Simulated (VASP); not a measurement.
# W2C3 (Cmmm) in VASP: notebook

The runs below take W2C3 through equation of state, with PBE.

All numbers are computed with VASP 6.6.1; they aren't measurements. Logs are shortened: lines on timing, memory, paths and dates and some standing lists are left out, and cuts for length are marked.

**1. The structure**

The structure is orthorhombic, space group Cmmm (No. 65). Conventional cell: a = 5.704 Å, b = 6.269 Å, c = 2.996 Å, α = 90.00°, β = 90.00°, γ = 90.00°. W (site symmetry 2/m) is surrounded by 6 C at 2.12 to 2.24 Å. C (site symmetry m2m) has 1 C at 1.43 Å as nearest neighbours. C (site symmetry mmm) has 4 W at 2.12 Å as nearest neighbours.

The cell was built by a generator and needn't be a form met in nature.

**2. Equation of state, PBE, 10.71 Å³/atom**

File INCAR:

```
PREC     = Accurate       # precision mode
ENCUT    = 520            # plane-wave cutoff, eV
EDIFF    = 1E-6           # SCF threshold, eV
ISMEAR   = 0              # smearing method
SIGMA    = 0.1            # smearing width, eV
LREAL    = False          # projectors in reciprocal space
LASPH    = True           # aspherical terms in the spheres
NELM     = 100            # most SCF steps
ALGO     = Normal         # electronic algorithm
ISIF     = 4              # what is computed and relaxed
LWAVE    = False          # write WAVECAR
LCHARG   = False          # write CHGCAR
GGA      = PE             # functional
IBRION   = 2              # ionic algorithm
NSW      = 30             # ionic steps
EDIFFG   = -0.02          # ionic threshold
KPAR     = 4
```

File KPOINTS:

```
regular mesh
0
Gamma
  8 8 10
```

File POSCAR:

```
W2C3
1.0
    2.8520700000     -3.1343100000      0.0000000000
    2.8520700000      3.1343100000      0.0000000000
    0.0000000000      0.0000000000      2.9963100000
W C
2 3
Direct
    0.5000000000      0.0000000000      0.5000000000
    0.0000000000      0.5000000000      0.5000000000
    0.6140920000      0.3859080000      0.0000000000
    0.3859080000      0.6140920000      0.0000000000
    0.0000000000      0.0000000000      0.5000000000
```

Potentials or basis: VASP PAW PBE potentials, release 64 (W_sv, C).

On the command line:

```console
$ cat potpaw_PBE.64/W_sv/POTCAR potpaw_PBE.64/C/POTCAR > POTCAR
$ mpirun -np 4 vasp_std > vasp.out
```

OUTCAR:

```text
PREC = Accurate
   ENCUT = 520
   EDIFF = 1E-6
   ISMEAR = 0
   LREAL = False
   LASPH = True
   NELM = 100
   ISIF = 4
   GGA = PE
   IBRION = 2
   NSW = 30
   EDIFFG = -0.02

 ion  position               nearest neighbor table
   1  0.500  0.000  0.500-   5 2.12   5 2.12   3 2.24   3 2.24   4 2.24   4 2.24   2 2.85   2 2.85
                             2 3.13   2 3.13
   2  0.000  0.500  0.500-   5 2.12   5 2.12   3 2.24   3 2.24   4 2.24   4 2.24   1 2.85   1 2.85
                             1 3.13   1 3.13
   3  0.614  0.386  0.000-   4 1.43   2 2.24   1 2.24   1 2.24   2 2.24
   4  0.386  0.614  0.000-   3 1.43   2 2.24   1 2.24   1 2.24   2 2.24
   5  0.000  0.000  0.500-   1 2.12   2 2.12   2 2.12   1 2.12

  LATTYP: Found a base centered orthorhombic cell.
 ALAT       =     5.7041400000
 B/A-ratio  =     1.0989597030
 C/A-ratio  =     0.5252868969

  Lattice vectors:

 A1 = (   2.8520700000,  -3.1343100000,   0.0000000000)
 A2 = (   2.8520700000,   3.1343100000,   0.0000000000)
 A3 = (   0.0000000000,   0.0000000000,   2.9963100000)

Analysis of symmetry for initial positions (statically):
=====================================================================
 Subroutine PRICEL returns:
 Original cell was already a primitive cell.

 Routine SETGRP: Setting up the symmetry group for a
 base centered orthorhombic supercell.

 Subroutine GETGRP returns: Found  8 space group operations
 (whereof  8 operations were pure point group operations)
 out of a pool of  8 trial point group operations.

The static configuration has the point symmetry D_2h.

Analysis of symmetry for dynamics (positions and initial velocities):
=====================================================================
 Subroutine PRICEL returns:
 Original cell was already a primitive cell.

 Routine SETGRP: Setting up the symmetry group for a
 base centered orthorhombic supercell.

 Subroutine GETGRP returns: Found  8 space group operations
 (whereof  8 operations were pure point group operations)
 out of a pool of  8 trial point group operations.

The dynamic configuration has the point symmetry D_2h.

 Subroutine INISYM returns: Found  8 space group operations
 (whereof  8 operations are pure point group operations),
 and found     1 'primitive' translations

----------------------------------------------------------------------------------------

                                     Primitive cell

  volume of cell :      53.5697

  direct lattice vectors                    reciprocal lattice vectors
     2.852070000 -3.134310000  0.000000000     0.175311265 -0.159524744  0.000000000
     2.852070000  3.134310000  0.000000000     0.175311265  0.159524744  0.000000000
     0.000000000  0.000000000  2.996310000     0.000000000  0.000000000  0.333743838

  length of vectors
     4.237711937  4.237711937  2.996310000     0.237027812  0.237027812  0.333743838

  position of ions in fractional coordinates (direct lattice)
     0.500000000  0.000000000  0.500000000
     0.000000000  0.500000000  0.500000000
     0.614092000  0.385908000  0.000000000
     0.385908000  0.614092000  0.000000000
     0.000000000  0.000000000  0.500000000

  ion indices of the primitive-cell ions
   primitive index   ion index
                 1           1
                 2           2
                 3           3
                 4           4
                 5           5

----------------------------------------------------------------------------------------

 KPOINTS: regular mesh

Automatic generation of k-mesh.
 Grid dimensions read from file:
 generate k-points for:    8    8   10

 Generating k-lattice:

  Cartesian coordinates                     Fractional coordinates (reciprocal lattice)
     0.021913908 -0.019940593  0.000000000     0.125000000  0.000000000  0.000000000
     0.021913908  0.019940593  0.000000000     0.000000000  0.125000000  0.000000000
     0.000000000  0.000000000  0.033374384     0.000000000  0.000000000  0.100000000

  Length of vectors
     0.029628476  0.029628476  0.033374384

  Shift w.r.t. Gamma in fractional coordinates (k-lattice)
     0.000000000  0.000000000  0.000000000

 Subroutine IBZKPT returns following result:
 ===========================================

 Found    126 irreducible k-points:

 Following reciprocal coordinates:
            Coordinates               Weight
  0.000000  0.000000  0.000000      1.000000
  0.125000  0.000000  0.000000      4.000000
  0.250000  0.000000  0.000000      4.000000
  0.375000  0.000000  0.000000      4.000000
  0.500000  0.000000  0.000000      2.000000
  0.125000  0.125000  0.000000      2.000000
[... 16 lines left out ...]
  0.125000  0.000000  0.100000      8.000000
  0.250000  0.000000  0.100000      8.000000
 [... further k-points ...]
   k-points           NKPTS =    126   k-points in BZ     NKDIM =    126   number of bands    NBANDS=     24
   number of dos      NEDOS =    301   number of ions     NIONS =      5
   total plane-waves  NPLWV =  24576
   dimension x,y,z NGX =    32 NGY =   32 NGZ =   24
   dimension x,y,z NGXF=    64 NGYF=   64 NGZF=   48
   ions per type =               2   3
   NGX,Y,Z   is equivalent  to a cutoff of  12.55, 12.55, 13.32 a.u.
   NGXF,Y,Z  is equivalent  to a cutoff of  25.11, 25.11, 26.63 a.u.
 SYSTEM =  unknown system
   PREC   = accura    normal or accurate (medium, high low for compatibility)
   ISTART =      0    job   : 0-new  1-cont  2-samecut
   ICHARG =      2    charge: 1-file 2-atom 10-const
   ISPIN  =      1    spin polarized calculation?
   LNONCOLLINEAR =      F non collinear calculations
   LSORBIT =      F    spin-orbit coupling
   LASPH  =      T    aspherical Exc in radial PAW
   ENCUT  =  520.0 eV  38.22 Ry    6.18 a.u.   7.88  7.88  5.57*2*pi/ulx,y,z
   NELM   =    100;   NELMIN=  2; NELMDL= -5     # of ELM steps
   EDIFF  = 0.1E-05   stopping-criterion for ELM
   LREAL  =      F    real-space projection
   EDIFFG = -.2E-01   stopping-criterion for IOM
   NSW    =     30    number of steps for IOM
   IBRION =      2    ionic relax: 0-MD 1-quasi-New 2-CG
   NFREE  =      1    steps in history (QN), initial steepest desc. (CG)
   ISIF   =      4    stress and relaxation
   ISYM   =      2    0-nonsym 1-usesym 2-fastsym
   POTIM  = 0.5000    time-step for ionic-motion
[... 13 lines left out ...]
  Fermi-wavevector in a.u.,A,eV,Ry     =   1.485212  2.806644 30.012487  2.205856
  Thomas-Fermi vector in A             =   2.598652
   LORBIT       =      0    0 simple, 1 ext, 2 COOP (PROOUT), +10 PAW based schemes
   GGA     = PE    functional components
   LHFCALC =     F    Hartree Fock is set to
   AEXX    =    0.0000 exact exchange contribution
   IVDW    =     0    specifies the selected vdW correction
   LEPSILON=     F    determine dielectric tensor
   LRPA    =     F    only Hartree local field effects (RPA)
 conjugate gradient relaxation of ions
 non-spin polarized calculation
 Gauss-broadening in eV      SIGMA  =   0.10
  energy-cutoff  :      520.00
  volume of cell :       53.57
 maximum number of plane-waves:      1460
   NGX = 15   NGY = 15   NGZ = 11

 number of electron      39.9999997 magnetization

 Free energy of the ion-electron system (eV)
  ---------------------------------------------------
  ext. energy  EPLUGINS =         0.00000000
  ---------------------------------------------------
  free energy    TOTEN  =       -50.42859919 eV

  energy without entropy =      -50.41588734  energy(sigma->0) =      -50.42224327

 E-fermi :   9.2750     XC(G=0): -12.9418

 val. band max:        9.2698276905   @ k =  -0.3750   0.3750   0.5000
 cond. band min:       9.2763355582   @ k =   0.5000   0.3750   0.1000
 fundamental gap:      0.0065078676
 Fermi energy:         9.2750182031

 k-point     1 :       0.0000    0.0000    0.0000
  band No.  band energies     occupation
      1     -64.9592      2.00000
      2     -64.9116      2.00000
      3     -29.5389      2.00000
      4     -29.2878      2.00000
      5     -29.0888      2.00000
      6     -29.0248      2.00000
[... 16 lines left out ...]
     23      10.7849      0.00000
     24      10.8505      0.00000

 k-point     2 :       0.1250    0.0000    0.0000
  band No.  band energies     occupation
      1     -64.9574      2.00000
      2     -64.9134      2.00000
      3     -29.5167      2.00000
      4     -29.2827      2.00000
      5     -29.0959      2.00000
      6     -29.0212      2.00000
[... 16 lines left out ...]
     23      11.0396      0.00000
     24      11.2805      0.00000

 k-point     3 :       0.2500    0.0000    0.0000
  band No.  band energies     occupation
      1     -64.9523      2.00000
      2     -64.9186      2.00000
      3     -29.4537      2.00000
      4     -29.2685      2.00000
      5     -29.1151      2.00000
      6     -29.0113      2.00000
[... 16 lines left out ...]
     23      10.9725      0.00000
     24      11.9174      0.00000

 k-point     4 :       0.3750    0.0000    0.0000
  band No.  band energies     occupation
      1     -64.9446      2.00000
      2     -64.9263      2.00000
      3     -29.3611      2.00000
      4     -29.2524      2.00000
      5     -29.1393      2.00000
      6     -29.0705      2.00000
[... 16 lines left out ...]
     23      10.5720      0.00000
     24      12.7142      0.00000

 k-point     5 :       0.5000    0.0000    0.0000
  band No.  band energies     occupation
      1     -64.9354      2.00000
      2     -64.9354      2.00000
      3     -29.2755      2.00000
      4     -29.2673      2.00000
      5     -29.1488      2.00000
      6     -29.1369      2.00000
[... 16 lines left out ...]
     23      10.4999      0.00000
     24      12.6233      0.00000

 k-point     6 :       0.1250    0.1250    0.0000
  band No.  band energies     occupation
      1     -64.9538      2.00000
      2     -64.9171      2.00000
      3     -29.4463      2.00000
      4     -29.3054      2.00000
      5     -29.0757      2.00000
      6     -29.0145      2.00000
[... 16 lines left out ...]
     23      11.1253      0.00000
     24      11.5576      0.00000
[... 379 lines left out ...]
 k-point    21 :       0.5000    0.5000    0.0000
  band No.  band energies     occupation
      1     -64.9489      2.00000
      2     -64.9219      2.00000
      3     -29.5940      2.00000
      4     -29.3509      2.00000
      5     -29.0336      2.00000
      6     -29.0025      2.00000
[... 16 lines left out ...]
     23      11.9095      0.00000
     24      11.9764      0.00000

 k-point    22 :       0.0000    0.0000    0.1000
  band No.  band energies     occupation
      1     -64.9574      2.00000
      2     -64.9099      2.00000
      3     -29.5334      2.00000
      4     -29.2837      2.00000
      5     -29.0850      2.00000
      6     -29.0657      2.00000
[... 16 lines left out ...]
     23      10.5708      0.00000
     24      10.8583      0.00000

 k-point    23 :       0.1250    0.0000    0.1000
  band No.  band energies     occupation
      1     -64.9556      2.00000
      2     -64.9117      2.00000
      3     -29.5113      2.00000
      4     -29.2785      2.00000
      5     -29.0920      2.00000
      6     -29.0620      2.00000
[... 16 lines left out ...]
     23      11.0885      0.00000
     24      11.3473      0.00000

 k-point    24 :       0.2500    0.0000    0.1000
  band No.  band energies     occupation
      1     -64.9505      2.00000
      2     -64.9168      2.00000
      3     -29.4485      2.00000
      4     -29.2645      2.00000
      5     -29.1111      2.00000
      6     -29.0517      2.00000
[... 16 lines left out ...]
     23      11.0683      0.00000
     24      12.3199      0.00000

 [... further k-points ...]

------------------------ aborting loop because EDIFF is reached ----------------------------------------

  FORCE on cell =-STRESS in cart. coord.  units (eV):
  Direction    XX          YY          ZZ          XY          YZ          ZX
  --------------------------------------------------------------------------------------
  -------------------------------------------------------------------------------------
  Total        0.0093004     -0.0240763     -0.0070501      0.0000000      0.0000000      0.0000000
  in kB        0.2781579     -0.7200799     -0.2108579      0.0000000      0.0000000      0.0000000
  external PRESSURE =      -0.2175933 kB  Pullay stress =       0.0000000 kB

 VOLUME and BASIS-vectors are now :
 -----------------------------------------------------------------------------
  energy-cutoff  :      520.00
  volume of cell :       53.57
      direct lattice vectors                 reciprocal lattice vectors
     2.852070000 -3.134310000  0.000000000     0.175311265 -0.159524744  0.000000000
     2.852070000  3.134310000  0.000000000     0.175311265  0.159524744  0.000000000
     0.000000000  0.000000000  2.996310000     0.000000000  0.000000000  0.333743838

 POSITION                                       TOTAL-FORCE (eV/Angst)
 -----------------------------------------------------------------------------------
      1.42603     -1.56716      1.49815        -0.000000      0.000000      0.000000
      1.42603      1.56716      1.49815         0.000000      0.000000      0.000000
      2.85207     -0.71520      0.00000         0.000000      0.004757      0.000000
      2.85207      0.71520      0.00000         0.000000     -0.004757      0.000000
      0.00000      0.00000      1.49815         0.000000      0.000000      0.000000
 -----------------------------------------------------------------------------------
    total drift:                                0.000000      0.000000     -0.000000

  FREE ENERGIE OF THE ION-ELECTRON SYSTEM (eV)
  ---------------------------------------------------
  free  energy   TOTEN  =       -50.4285991929 eV

  energy  without entropy=      -50.4158873393  energy(sigma->0) =      -50.42224327

 reached required accuracy - stopping structural energy minimisation
```

Run time: 24 s. Hardware: 4 MPI ranks of Intel Xeon 6975P-C (Granite Rapids), shared host; peak memory 0.25 GiB.

What came out:

```yaml
Free_energy: -50.4286 eV
Pressure: 0.0 GPa
Largest_force: 0.005 eV/Å
Band_gap_on_the_k_mesh: none (metal or under the smearing width)
```

**3. Equation of state, PBE, 10.39 Å³/atom (volume scaled by 0.97)**

INCAR is that of step 2.

KPOINTS is that of step 2.

Changes to POSCAR since step 2:

```diff
@@ -2,5 +2,5 @@
 1.0
-    2.8520700000     -3.1343100000      0.0000000000
-    2.8520700000      3.1343100000      0.0000000000
-    0.0000000000      0.0000000000      2.9963100000
+    2.8232592423     -3.1026481383      0.0000000000
+    2.8232592423      3.1026481383      0.0000000000
+    0.0000000000      0.0000000000      2.9660421730
 W C
```

Potentials or basis: VASP PAW PBE potentials, release 64 (W_sv, C).

On the command line:

```console
$ cat potpaw_PBE.64/W_sv/POTCAR potpaw_PBE.64/C/POTCAR > POTCAR
$ mpirun -np 4 vasp_std > vasp.out
```

Run time: 69 s. Hardware: 4 MPI ranks of Intel Xeon 6975P-C (Granite Rapids), shared host; peak memory 0.26 GiB.

The run converged. Its results:

```yaml
Free_energy: -50.3804 eV
Pressure: 9.7 GPa
Largest_force: 0.013 eV/Å
Band_gap_on_the_k_mesh: none (metal or under the smearing width)
```

**4. Equation of state, PBE, 11.04 Å³/atom (volume scaled by 1.03)**

INCAR is that of step 3.

KPOINTS is that of step 3.

Changes to POSCAR since step 3:

```diff
@@ -2,5 +2,5 @@
 1.0
-    2.8232592423     -3.1026481383      0.0000000000
-    2.8232592423      3.1026481383      0.0000000000
-    0.0000000000      0.0000000000      2.9660421730
+    2.8803101534     -3.1653447906      0.0000000000
+    2.8803101534      3.1653447906      0.0000000000
+    0.0000000000      0.0000000000      3.0259783651
 W C
```

On the command line:

```console
$ cat potpaw_PBE.64/W_sv/POTCAR potpaw_PBE.64/C/POTCAR > POTCAR
$ mpirun -np 4 vasp_std > vasp.out
```

Wall time 63 s (4 MPI ranks of Intel Xeon 6975P-C (Granite Rapids), shared host); peak memory 0.27 GiB.

It converged, with:

```
Free energy            : -50.3864 eV
Pressure               : -8.3 GPa
Largest force          : 0.006 eV/Å
Band gap on the k mesh : none (metal or under the smearing width)
```

**5. Equation of state, PBE, 10.07 Å³/atom (volume scaled by 0.94)**

INCAR is that of step 4.

KPOINTS is that of step 4.

Changes to POSCAR since step 4:

```diff
@@ -2,5 +2,5 @@
 1.0
-    2.8803101534     -3.1653447906      0.0000000000
-    2.8803101534      3.1653447906      0.0000000000
-    0.0000000000      0.0000000000      3.0259783651
+    2.7938481531     -3.0703265364      0.0000000000
+    2.7938481531      3.0703265364      0.0000000000
+    0.0000000000      0.0000000000      2.9351436534
 W C
```

On the command line:

```console
$ cat potpaw_PBE.64/W_sv/POTCAR potpaw_PBE.64/C/POTCAR > POTCAR
$ mpirun -np 4 vasp_std > vasp.out
```

Wall time 66 s (4 MPI ranks of Intel Xeon 6975P-C (Granite Rapids), shared host); peak memory 0.26 GiB.

It converged, with:

```yaml
Free_energy: -50.2262 eV
Pressure: 21.1 GPa
Band_gap_on_the_k_mesh: none (metal or under the smearing width)
```

**6. Equation of state, PBE, 11.36 Å³/atom (volume scaled by 1.06)**

INCAR is that of step 5.

KPOINTS is that of step 5.

Changes to POSCAR since step 5:

```diff
@@ -2,5 +2,5 @@
 1.0
-    2.7938481531     -3.0703265364      0.0000000000
-    2.7938481531      3.0703265364      0.0000000000
-    0.0000000000      0.0000000000      2.9351436534
+    2.9080071424     -3.1957826654      0.0000000000
+    2.9080071424      3.1957826654      0.0000000000
+    0.0000000000      0.0000000000      3.0550760960
 W C
```

Potentials or basis: VASP PAW PBE potentials, release 64 (W_sv, C).

On the command line:

```console
$ cat potpaw_PBE.64/W_sv/POTCAR potpaw_PBE.64/C/POTCAR > POTCAR
$ mpirun -np 4 vasp_std > vasp.out
```

It took 66 s on 4 MPI ranks of Intel Xeon 6975P-C (Granite Rapids), shared host; peak memory 0.27 GiB.

It converged, with:

| Quantity | Value |
| --- | --- |
| Free energy | -50.2670 eV |
| Pressure | -15.4 GPa |
| Largest force | 0.010 eV/Å |
| Band gap on the k mesh | none (metal or under the smearing width) |

**7. Equation of state, PBE, 9.75 Å³/atom (volume scaled by 0.91)**

INCAR is that of step 6.

KPOINTS is that of step 6.

Changes to POSCAR since step 6:

```diff
@@ -2,5 +2,5 @@
 1.0
-    2.9080071424     -3.1957826654      0.0000000000
-    2.9080071424      3.1957826654      0.0000000000
-    0.0000000000      0.0000000000      3.0550760960
+    2.7638044466     -3.0373097137      0.0000000000
+    2.7638044466      3.0373097137      0.0000000000
+    0.0000000000      0.0000000000      2.9035805228
 W C
```

On the command line:

```console
$ cat potpaw_PBE.64/W_sv/POTCAR potpaw_PBE.64/C/POTCAR > POTCAR
$ mpirun -np 4 vasp_std > vasp.out
```

Wall time 67 s (4 MPI ranks of Intel Xeon 6975P-C (Granite Rapids), shared host); peak memory 0.25 GiB.

The run converged. Its results:

```yaml
Free_energy: -49.9485 eV
Pressure: 34.4 GPa
Band_gap_on_the_k_mesh: none (metal or under the smearing width)
```

**8. Equation of state, PBE, 11.68 Å³/atom (volume scaled by 1.09)**

INCAR is that of step 7.

KPOINTS is that of step 7.

Changes to POSCAR since step 7:

```diff
@@ -2,5 +2,5 @@
 1.0
-    2.7638044466     -3.0373097137      0.0000000000
-    2.7638044466      3.0373097137      0.0000000000
-    0.0000000000      0.0000000000      2.9035805228
+    2.9351863546     -3.2256515244      0.0000000000
+    2.9351863546      3.2256515244      0.0000000000
+    0.0000000000      0.0000000000      3.0836298640
 W C
```

On the command line:

```console
$ cat potpaw_PBE.64/W_sv/POTCAR potpaw_PBE.64/C/POTCAR > POTCAR
$ mpirun -np 4 vasp_std > vasp.out
```

Run time: 1.8 min. Hardware: 4 MPI ranks of Intel Xeon 6975P-C (Granite Rapids), shared host; peak memory 0.29 GiB.

It converged, with:

```
Free energy            : -50.0821 eV
Pressure               : -21.5 GPa
Band gap on the k mesh : none (metal or under the smearing width)
```
